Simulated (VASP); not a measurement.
Input:

```xyz
4
Lattice="1.7700 -3.0657 0.0000 1.7700 3.0657 0.0000 0.0000 0.0000 5.7000" Properties=species:S:1:pos:R:3 pbc="T T T"
In     1.7700    -1.0219     2.8500
In     1.7700     1.0219     0.0000
N      1.7700    -1.0219     5.0103
N      1.7700     1.0219     2.1603
```

The numbers are results of PBE GGA, VASP's PBE PAW potentials (set 64) (plane waves; VASP 6.6.1), not measurements. Numerical set-up: 520 eV cut-off, 7×7×4 Γ-centred mesh, Gaussian smearing of 0.050 eV, potentials In_d N.

**Question.** Give the stress tensor in GPa (positive for a compressed cell).

**Answer.** 
```
5.05  0.00  0.00
0.00  5.05  0.00
0.00  0.00  5.77
```
The pressure is its mean diagonal, 5.29 GPa.

The compound is InN in the wurtzite structure. The cell was not relaxed at this level.
